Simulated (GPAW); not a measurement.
# BaTiO3 (Barioperovskite) (Amm2) in GPAW: notebook

One crystal, BaTiO3 (Barioperovskite), is run at these levels: PBE; tasks: dielectric tensor.

Everything below comes from runs of GPAW 26.7.0. Logs are shortened: lines on timing, memory, paths and dates and some standing lists are left out, and cuts for length are marked. The log counts tension as positive stress, the text compression.

## 1. The structure

The structure is orthorhombic, space group Amm2 (No. 38). The conventional cell has a = 3.986 Å, b = 5.674 Å, c = 5.690 Å, α = 90.00°, β = 90.00°, γ = 90.00°. Around Ba (site symmetry mm2) lie 12 O at 2.77 to 2.92 Å. Ti (site symmetry mm2) has 6 O at 1.93 to 2.09 Å as nearest neighbours. Around O (site symmetry m) lie 2 Ti at 1.93 to 2.09 Å. Around O (site symmetry mm2) lie 2 Ti at 2.00 Å.

## 2. Dielectric tensor, PBE

Input file run.py:

```python
import numpy as np
from ase.dft.bandgap import bandgap
from ase.io import read, write
from gpaw import GPAW, PW
from gpaw.response.df import DielectricFunction

atoms = read('POSCAR')

calc = GPAW(mode=PW(600),
            xc='PBE',
            kpts={'size': (6, 6, 6), 'gamma': True},
            occupations={'name': 'fermi-dirac', 'width': 0.001},
            nbands=36,
            convergence={'density': 1e-06},
            maxiter=150,
            txt='gpaw.txt')
atoms.calc = calc
energy = atoms.get_potential_energy()
calc.write('gs.gpw')
write('result.traj', atoms)
print(f'Energy: {energy:.6f} eV')
print('Fermi level:', round(calc.get_fermi_level(), 4), 'eV')
print(f'Gap: {bandgap(calc)[0]:.4f} eV, direct: {bandgap(calc, direct=True)[0]:.4f} eV')

for size in [(7, 7, 7)]:
    name = 'x'.join(str(n) for n in size)
    dense = calc.fixed_density(kpts={'size': size, 'gamma': True},
                               nbands=66, convergence={'bands': 60, 'eigenstates': 1e-7},
                               update_fermi_level=True, txt=f'dense-{name}.txt')
    dense.write(f'{name}.gpw', mode='all')
    df = DielectricFunction(f'{name}.gpw', frequencies=np.array([0.0]), hilbert=False, eta=0.001,
                            ecut=80, nbands=60, intraband=False, txt=f'df-{name}.txt')
    for xc in ['RPA']:
        for direction in ['x', 'y', 'z', [0, 1, 1], [1, 0, 1], [1, 1, 0]]:
            e0, e = df.get_macroscopic_dielectric_constant(xc=xc, direction=direction)
            print(f'{name} {xc} {direction}: {e0:.4f} without, {e:.4f} with local fields')
```

Input file POSCAR:

```
BaTiO3
1.0
    3.9855000000      0.0000000000      0.0000000000
    0.0000000000      2.8369000000      2.8451500000
    0.0000000000     -2.8369000000      2.8451500000
Ba Ti O
1 1 3
Direct
    0.0000000000      0.0000000000      0.0000000000
    0.5000000000      0.5124000000      0.5124000000
    0.5000000000      0.9918400000      0.5052400000
    0.5000000000      0.5052400000      0.9918400000
    0.0000000000      0.4874000000      0.4874000000
```

Potentials or basis: GPAW PAW data sets (gpaw-data 1.2.1), pw.

On the command line:

```bash
OMP_NUM_THREADS=1 python run.py
```

gpaw.txt:

```text
__  _  _
 | _ |_)|_||  |
 |__||  | ||/\| - 26.7.0

Input parameters:
  mode=PW(ecut=600.0),
  convergence={'density': 1e-06},
  kpts=MonkhorstPack(size=(6, 6, 6), gamma=True),
  maxiter=150,
  nbands=36,
  occupations=Occupations(name='fermi-dirac', width=0.001),
  xc=XC(name='PBE')

Diagonalizing LCAO Hamiltonian
Converting LCAO to pw mode

              O
            O
        O    Ti

        Ba

Atoms  # Å, Bohr magnetons
|   | symbol |        x |         y |        z |    initial magnetic moments |
|---|--------|----------|-----------|----------|-----------------------------|
| 0 |     Ba | 0.000000 |  0.000000 | 0.000000 | ( 0.0000,  0.0000,  0.0000) |
| 1 |     Ti | 1.992750 |  0.000000 | 2.915710 | ( 0.0000,  0.0000,  0.0000) |
| 2 |      O | 1.992750 |  1.380436 | 4.259417 | ( 0.0000,  0.0000,  0.0000) |
| 3 |      O | 1.992750 | -1.380436 | 4.259417 | ( 0.0000,  0.0000,  0.0000) |
| 4 |      O | 0.000000 | -0.000000 | 2.773452 | ( 0.0000,  0.0000,  0.0000) |

Unit cell  # Å
| periodic |        x |         y |        z |  lengths |    angles |
|----------|----------|-----------|----------|----------|-----------|
|      yes | 3.985500 |  0.000000 | 0.000000 | 3.985500 | 89.833620 |
|      yes | 0.000000 |  2.836900 | 2.845150 | 4.017820 | 90.000000 |
|      yes | 0.000000 | -2.836900 | 2.845150 | 4.017820 | 90.000000 |

Number of symmetries: 4
Symmetry operations  # r_c * U_cc + t_c -> r_c
|   | kind |            matrix            |
|---|------|------------------------------|
| 0 |  E   |  1, 0, 0,  0, 1, 0,  0, 0, 1 |
| 1 |  σ   |  1, 0, 0,  0, 0, 1,  0, 1, 0 |
| 2 |  σ   | -1, 0, 0,  0, 1, 0,  0, 0, 1 |
| 3 |  C2  | -1, 0, 0,  0, 0, 1,  0, 1, 0 |

BZ-sampling:
  Number of BZ points: 216
  Number of IBZ points: 52

  Monkhorst-Pack size: [6, 6, 6]
  Monkhorst-Pack shift: [0.08333333333333333, 0.08333333333333333, 0.08333333333333333]

K-points  # in reciprocal-cell coordinates
|     |                                coordinates |     weight |
|-----|--------------------------------------------|------------|
|   0 | (  0.00000000,   0.00000000,   0.00000000) | 0.00462963 |
|   1 | (  0.00000000,   0.16666667,  -0.16666667) | 0.00925926 |
|   2 | (  0.00000000,   0.16666667,   0.00000000) | 0.01851852 |
|   3 | (  0.00000000,   0.16666667,   0.16666667) | 0.00925926 |
|   4 | (  0.00000000,   0.33333333,  -0.33333333) | 0.00925926 |
|   5 | (  0.00000000,   0.33333333,  -0.16666667) | 0.01851852 |
|   6 | (  0.00000000,   0.33333333,   0.00000000) | 0.01851852 |
|   7 | (  0.00000000,   0.33333333,   0.16666667) | 0.01851852 |
|   8 | (  0.00000000,   0.33333333,   0.33333333) | 0.00925926 |
|   9 | (  0.00000000,   0.50000000,   0.00000000) | 0.00925926 |
| ... |                                            |            |
|  51 | (  0.50000000,   0.50000000,   0.50000000) | 0.00462963 |

Plane wave coefficients: 2176
Cutoff: 600.0 eV

Spin-components: 1 (collinear spins)
Bands:           36
Projectors:      27
Spin-degeneracy: 2
Datatype:        complex128

Parallelization:
  kpt:    1
  domain: 1
  band:   1

Density:
  Valence electrons: 40.0
  Components: 1
  Grid points: [24 24 24]
  Charge: 0.0  # |e|

Potential:
  Grid points: [24 24 24]

species:
  Ba:
    name:    Barium
    Z:       56.0
    valence: 10
    core:    46
    charge:  0.0  # [|e|]
    compensation charges:
      type: gauss
      rc: 0.37  # [Å]
      lmax: 2
    cutoffs:
      filter: 2.06  # [Å]
      core: 2.33  # [Å]
    projectors
    | kind |    occ | energy [eV] | rcut [Å] |
    |------|--------|-------------|----------|
    |   5s |  2.000 |     -33.644 |    1.164 |
    |   6s |  2.000 |      -3.229 |    1.164 |
    |   5p |  6.000 |     -18.744 |    1.164 |
    |    p |        |       0.000 |    1.164 |
    |    d |        |       0.000 |    1.164 |
    |    d |        |      27.211 |    1.164 |

    Using partial waves for Ba as LCAO basis

  Ti:
    name:    Titanium
    Z:       22.0
    valence: 12
    core:    10
    charge:  0.0  # [|e|]
    compensation charges:
      type: gauss
      rc: 0.38  # [Å]
      lmax: 2
    cutoffs:
      filter: 2.23  # [Å]
      core: 1.02  # [Å]
    projectors
    | kind |    occ | energy [eV] | rcut [Å] |
    |------|--------|-------------|----------|
    |   3s |  2.000 |     -62.623 |    1.270 |
    |   4s |  2.000 |      -4.466 |    1.270 |
    |   3p |  6.000 |     -38.862 |    1.058 |
    |   4p |  0.000 |      -1.466 |    1.058 |
    |   3d |  2.000 |      -4.258 |    1.058 |
    |    d |        |      22.953 |    1.058 |

    Using partial waves for Ti as LCAO basis

  O:
    name:    Oxygen
    Z:       8.0
    valence: 6
    core:    2
    charge:  0.0  # [|e|]
    compensation charges:
      type: gauss
      rc: 0.21  # [Å]
      lmax: 2
    cutoffs:
      filter: 1.17  # [Å]
      core: 0.83  # [Å]
    projectors
    | kind |    occ | energy [eV] | rcut [Å] |
    |------|--------|-------------|----------|
    |   2s |  2.000 |     -23.961 |    0.688 |
    |   2p |  4.000 |      -9.029 |    0.598 |
    |    s |        |       3.251 |    0.688 |
    |    p |        |      18.182 |    0.598 |
    |    d |        |       0.000 |    0.619 |

    Using partial waves for O as LCAO basis

Reference energy: -250624.413696  # eV

eigensolver:
  PPCG
  Converge bands: occupied
  niter=2

density mixing:
  MSR1-Mixer
  Pratt-step length: 0.05
  Maximum mixing coefficient: 0.75
  Old densities: 10
  SVD Regularization: 0.005
  Good broyden scale: 1.0
  Trust region scale: 1.0
  Backstep threshold: 4.0
  History deletion threshold: 6.0
  Fourier metric: weight=20.0, sigma=0.015

occupation numbers:
  Fermi-Dirac:
    width: 0.0010  # eV

poisson solver:
  ecut: 4800.0  # eV

xc functional:
  name: PBE with 2 nearest neighbor stencil

convergence criteria:
- Maximum integral of absolute [dens]ity change: 1e-06 electrons / valence electron
- Maximum [total energy] change in last 3 cyles: 0.0005 eV / valence electron
- Maximum integral of absolute [eigenst]ate change: 4e-08 eV^2 / valence electron
maximum number of iterations: 150

SCF iterations
|iter     | |      energy | eigst |  dens |
|---------|-|-------------|-------|-------|
|iter:   1| |  -44.510059 | +0.09 |       |
|iter:   2| |  -42.806166 | -1.58 | -0.87 |
|iter:   3| |  -39.462469 | -0.96 | -0.94 |
|iter:   4| |  -39.260987 | -2.16 | -1.45 |
|iter:   5| |  -39.225755 | -2.84 | -1.62 |
|iter:   6| |  -39.231720 | -3.48 | -1.96 |
|iter:   7| |  -39.232018c| -4.63 | -2.74 |
|iter:   8| |  -39.231926c| -5.13 | -3.02 |
|iter:   9| |  -39.231935c| -6.31 | -3.49 |
|iter:  10| |  -39.231936c| -7.41c| -3.97 |
|iter:  11| |  -39.231936c| -8.02c| -4.98 |
|iter:  12| |  -39.231936c| -8.50c| -5.42 |
|iter:  13| |  -39.231936c| -9.51c| -6.06c|

Converged in 13 steps
Energy contributions relative to reference atoms: (reference = -250624.413696)

Energy contributions:
  Kinetic:          43.113888
  Coulomb:         -45.208628
  Zero:              0.576795
  External:          0.000000
  Xc:              -37.713991
  Entropy:          -0.000000
  Spinorbit:         0.000000
  ----------------------------
  Free energy:     -39.231936
  Extrapolated:    -39.231936

dipole moment: (-35.303445, -0.000000, -19.467782)  # |e|*Ang

Fermi level: 8.547
Eigenvalues  # (at kpt = [0.000, 0.000, 0.000])
| band index |      eig [eV] | occ [0-2] |
|------------|---------------|-----------|
|          0 |       -48.876 |     2.000 |
|        ... |               |           |
|         12 |         5.351 |     2.000 |
|         13 |         5.351 |     2.000 |
|         14 |         6.429 |     2.000 |
|         15 |         6.483 |     2.000 |
|         16 |         6.539 |     2.000 |
|         17 |         7.290 |     2.000 |
[... 8 lines left out ...]
|         26 |        12.760 |     0.000 |
|         27 |        14.993 |     0.000 |
|        ... |               |           |
|         35 |        27.267 |     0.000 |

Gap: 1.891 eV
Transition (v -> c):
  (s=0, k=51, n=19, [0.50, 0.50, 0.50]) -> (s=0, k=0, n=20, [0.00, 0.00, 0.00])
Direct/indirect transitions are different
Direct gap: 2.086 eV
Transition at: (s=0, k=0, n=19, [0.00, 0.00, 0.00])
# Writing to gs.gpw (mode='')
```

It took 9.2 min on 1 thread of Intel Xeon at 2.50GHz (Skylake/Cascade Lake), shared host; peak memory 0.66 GiB.

What came out:

```yaml
Free_energy: -39.2319 eV
Band_gap_on_the_k_mesh: 1.89 eV, indirect (least direct gap 2.09 eV)
Electronic_dielectric_tensor_diagonal: 5.92, 5.79, 5.70
```

Electronic dielectric tensor:
```
5.92 0.00 0.00
0.00 5.79 0.00
0.00 0.00 5.70
```

Caveat: the long-wavelength limit can be off by several per cent where d states take part; spin-orbit coupling is left out, which moves the levels of the heavy elements; an odd mesh through Γ misses points on the zone boundary, where band edges often lie. A hybrid or GW would open this gap; PBE tends to underestimate it.

## 3. Dielectric tensor, PBE

This run uses another cell than the first one, of 12.10 Å³/atom, 0.940 times its volume.

run.py is that of step 2.

Changes to POSCAR since step 2:

```diff
@@ -2,5 +2,5 @@
 1.0
-    3.9855000000      0.0000000000      0.0000000000
-    0.0000000000      2.8369000000      2.8451500000
-    0.0000000000     -2.8369000000      2.8451500000
+    3.9041404363      0.0000000000      0.0000000000
+    0.0000000000      2.7789878318      2.7870694172
+    0.0000000000     -2.7789878318      2.7870694172
 Ba Ti O
```

Potentials or basis: GPAW PAW data sets (gpaw-data 1.2.1), pw.

On the command line:

```bash
OMP_NUM_THREADS=1 python run.py
```

gpaw.txt:

```text
__  _  _
 | _ |_)|_||  |
 |__||  | ||/\| - 26.7.0

Input parameters:
  mode=PW(ecut=600.0),
  convergence={'density': 1e-06},
  kpts=MonkhorstPack(size=(6, 6, 6), gamma=True),
  maxiter=150,
  nbands=36,
  occupations=Occupations(name='fermi-dirac', width=0.001),
  xc=XC(name='PBE')

Diagonalizing LCAO Hamiltonian
Converting LCAO to pw mode

              O
            O
        O    Ti

        Ba

Atoms  # Å, Bohr magnetons
|   | symbol |        x |         y |        z |    initial magnetic moments |
|---|--------|----------|-----------|----------|-----------------------------|
| 0 |     Ba | 0.000000 |  0.000000 | 0.000000 | ( 0.0000,  0.0000,  0.0000) |
| 1 |     Ti | 1.952070 |  0.000000 | 2.856189 | ( 0.0000,  0.0000,  0.0000) |
| 2 |      O | 1.952070 |  1.352255 | 4.172466 | ( 0.0000,  0.0000,  0.0000) |
| 3 |      O | 1.952070 | -1.352255 | 4.172466 | ( 0.0000,  0.0000,  0.0000) |
| 4 |      O | 0.000000 |  0.000000 | 2.716835 | ( 0.0000,  0.0000,  0.0000) |

Unit cell  # Å
| periodic |        x |         y |        z |  lengths |    angles |
|----------|----------|-----------|----------|----------|-----------|
|      yes | 3.904140 |  0.000000 | 0.000000 | 3.904140 | 89.833620 |
|      yes | 0.000000 |  2.778988 | 2.787069 | 3.935801 | 90.000000 |
|      yes | 0.000000 | -2.778988 | 2.787069 | 3.935801 | 90.000000 |

Number of symmetries: 4
Symmetry operations  # r_c * U_cc + t_c -> r_c
|   | kind |            matrix            |
|---|------|------------------------------|
| 0 |  E   |  1, 0, 0,  0, 1, 0,  0, 0, 1 |
| 1 |  σ   |  1, 0, 0,  0, 0, 1,  0, 1, 0 |
| 2 |  σ   | -1, 0, 0,  0, 1, 0,  0, 0, 1 |
| 3 |  C2  | -1, 0, 0,  0, 0, 1,  0, 1, 0 |

BZ-sampling:
  Number of BZ points: 216
  Number of IBZ points: 52

  Monkhorst-Pack size: [6, 6, 6]
  Monkhorst-Pack shift: [0.08333333333333333, 0.08333333333333333, 0.08333333333333333]

K-points  # in reciprocal-cell coordinates
|     |                                coordinates |     weight |
|-----|--------------------------------------------|------------|
|   0 | (  0.00000000,   0.00000000,   0.00000000) | 0.00462963 |
|   1 | (  0.00000000,   0.16666667,  -0.16666667) | 0.00925926 |
|   2 | (  0.00000000,   0.16666667,   0.00000000) | 0.01851852 |
|   3 | (  0.00000000,   0.16666667,   0.16666667) | 0.00925926 |
|   4 | (  0.00000000,   0.33333333,  -0.33333333) | 0.00925926 |
|   5 | (  0.00000000,   0.33333333,  -0.16666667) | 0.01851852 |
|   6 | (  0.00000000,   0.33333333,   0.00000000) | 0.01851852 |
|   7 | (  0.00000000,   0.33333333,   0.16666667) | 0.01851852 |
|   8 | (  0.00000000,   0.33333333,   0.33333333) | 0.00925926 |
|   9 | (  0.00000000,   0.50000000,   0.00000000) | 0.00925926 |
[... 79 lines left out ...]
    Z:       8.0
    valence: 6
    core:    2
    charge:  0.0  # [|e|]
    compensation charges:
      type: gauss
      rc: 0.21  # [Å]
      lmax: 2
    cutoffs:
      filter: 1.17  # [Å]
      core: 0.83  # [Å]
    projectors
    | kind |    occ | energy [eV] | rcut [Å] |
    |------|--------|-------------|----------|
    |   2s |  2.000 |     -23.961 |    0.688 |
    |   2p |  4.000 |      -9.029 |    0.598 |
    |    s |        |       3.251 |    0.688 |
    |    p |        |      18.182 |    0.598 |
    |    d |        |       0.000 |    0.619 |

    Using partial waves for O as LCAO basis

Reference energy: -250624.413696  # eV

eigensolver:
  PPCG
  Converge bands: occupied
  niter=2

density mixing:
  MSR1-Mixer
  Pratt-step length: 0.05
  Maximum mixing coefficient: 0.75
  Old densities: 10
  SVD Regularization: 0.005
  Good broyden scale: 1.0
  Trust region scale: 1.0
  Backstep threshold: 4.0
  History deletion threshold: 6.0
  Fourier metric: weight=20.0, sigma=0.015

occupation numbers:
  Fermi-Dirac:
    width: 0.0010  # eV

poisson solver:
  ecut: 4800.0  # eV

xc functional:
  name: PBE with 2 nearest neighbor stencil

convergence criteria:
- Maximum integral of absolute [dens]ity change: 1e-06 electrons / valence electron
- Maximum [total energy] change in last 3 cyles: 0.0005 eV / valence electron
- Maximum integral of absolute [eigenst]ate change: 4e-08 eV^2 / valence electron
maximum number of iterations: 150

SCF iterations
|iter     | |      energy | eigst |  dens |
|---------|-|-------------|-------|-------|
|iter:   1| |  -44.223490 | +0.12 |       |
|iter:   2| |  -42.578677 | -1.58 | -0.87 |
|iter:   3| |  -39.173543 | -0.99 | -0.94 |
|iter:   4| |  -39.009881 | -2.25 | -1.49 |
|iter:   5| |  -38.989304 | -2.96 | -1.66 |
|iter:   6| |  -38.994536 | -3.61 | -2.00 |
|iter:   7| |  -38.994802c| -4.81 | -2.83 |
|iter:   8| |  -38.994778c| -5.50 | -3.24 |
|iter:   9| |  -38.994775c| -6.31 | -3.55 |
|iter:  10| |  -38.994776c| -7.58c| -4.06 |
|iter:  11| |  -38.994776c| -8.11c| -5.06 |
|iter:  12| |  -38.994776c| -8.68c| -5.50 |
|iter:  13| |  -38.994776c| -9.82c| -6.23c|

Converged in 13 steps
Energy contributions relative to reference atoms: (reference = -250624.413696)

Energy contributions:
  Kinetic:          59.079410
  Coulomb:         -57.842379
  Zero:              0.552944
  External:          0.000000
  Xc:              -40.784750
  Entropy:          -0.000000
  Spinorbit:         0.000000
  ----------------------------
  Free energy:     -38.994776
  Extrapolated:    -38.994776

dipole moment: (-34.580469, 0.000000, -19.063813)  # |e|*Ang

Fermi level: 9.335
Eigenvalues  # (at kpt = [0.000, 0.000, 0.000])
| band index |      eig [eV] | occ [0-2] |
|------------|---------------|-----------|
|          0 |       -47.860 |     2.000 |
|        ... |               |           |
|         12 |         6.133 |     2.000 |
|         13 |         6.135 |     2.000 |
|         14 |         7.054 |     2.000 |
|         15 |         7.113 |     2.000 |
|         16 |         7.170 |     2.000 |
|         17 |         8.066 |     2.000 |
[... 8 lines left out ...]
|         26 |        13.578 |     0.000 |
|         27 |        16.437 |     0.000 |
|        ... |               |           |
|         35 |        28.076 |     0.000 |

Gap: 2.019 eV
Transition (v -> c):
  (s=0, k=51, n=19, [0.50, 0.50, 0.50]) -> (s=0, k=0, n=20, [0.00, 0.00, 0.00])
Direct/indirect transitions are different
Direct gap: 2.155 eV
Transition at: (s=0, k=0, n=19, [0.00, 0.00, 0.00])
# Writing to gs.gpw (mode='')
```

It took 8.6 min on 1 thread of Intel Xeon at 2.50GHz (Skylake/Cascade Lake), shared host; peak memory 0.64 GiB.

Results:

```yaml
Free_energy: -38.9948 eV
Band_gap_on_the_k_mesh: 2.02 eV, indirect (least direct gap 2.16 eV)
Electronic_dielectric_tensor_diagonal: 5.84, 5.72, 5.63
```

Electronic dielectric tensor:
```
5.84 0.00 0.00
0.00 5.72 0.00
0.00 0.00 5.63
```

Caveat: the long-wavelength limit can be off by several per cent where d states take part; spin-orbit coupling is left out, which moves the levels of the heavy elements; an odd mesh through Γ misses points on the zone boundary, where band edges often lie.

(Part 1 of 2 ends here.)
